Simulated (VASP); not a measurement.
Input of a VASP 6.6.1 run:

Contents of INCAR:

```
PREC = Accurate
ENCUT = 520
EDIFF = 1E-7
ISMEAR = 0
SIGMA = 0.05
LREAL = False
LASPH = True
NELM = 80
ALGO = Normal
ISIF = 2
LWAVE = False
LCHARG = False
GGA = PE
NBANDS = 12
```

Contents of KPOINTS:

```
Automatic mesh
0
Gamma
  8 8 8
```

POSCAR

```
Zn
1.0
    0.0000000000      1.9628993602      1.9628993602
    1.9628993602      0.0000000000      1.9628993602
    1.9628993602      1.9628993602      0.0000000000
Zn
1
Direct
    0.0000000000      0.0000000000      0.0000000000
```

Potentials or basis: VASP PAW PBE potentials, release 64 (Zn).

Launch:

```console
$ cat potpaw_PBE.64/Zn/POTCAR > POTCAR
$ mpirun -np 1 vasp_std > vasp.out
```

Problem. Predict the band gap on the k mesh.

Solution. None (metal or under the smearing width).

Problem. Estimate the pressure.

Solution. 0.7 GPa.
